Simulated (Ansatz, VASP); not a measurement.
One calculation of Ta2H, two programs

```
Ta H
1.0
     3.37244    0.00000    0.00000
     0.00000    3.37244    0.00000
     0.00000    0.00000    3.41011
Ta H
2 1
Direct
  0.50000 0.00000 0.74132
  0.00000 0.50000 0.25868
  0.00000 0.00000 0.00000
```

The cell comes from a database or a generator and needn't be the stable form of this composition.

Alike in both runs: task relaxation of cell and atoms; functional PBEsol; k mesh 12 × 12 × 12; occupations gaussian, width 0.1 eV; no spin polarisation.

|  | VASP | Ansatz |
| --- | --- | --- |
| version | VASP 6.6.1 | Ansatz 0.2.0 |
| potentials or method | VASP PAW PBE potentials, release 64 (Ta_pv, H) | scalar-relativistic, plane waves, PAW |
| plane-wave cutoff (eV) | 600 | 420 |
| valence electrons in the cell | 23 | 27 |

VASP gave:

| Property | Result |
| --- | --- |
| gap on the k mesh at the Fermi level, each at its own relaxed structure (eV) | none |
| relaxed volume (Å³/atom) | 12.69 |
| relaxed cell length with the largest relative difference (Å) | 3.349 |
| energy change over the relaxation (meV/atom) | -3 |

Question: Estimate Ansatz's values.

Answer: gap on the k mesh at the Fermi level, each at its own relaxed structure (eV): none; relaxed volume (Å³/atom): 12.67; relaxed cell length with the largest relative difference (Å): 3.347; energy change over the relaxation (meV/atom): -4.

A gap of «none» marks a metal or a gap that the smearing closes. The two sets of potentials don't hold the same shells in valence.

Caveats: the PAW data sets were made with another functional, which shifts forces and pressure a little (VASP). Spin-orbit coupling is left out, which matters for the levels of Ta.
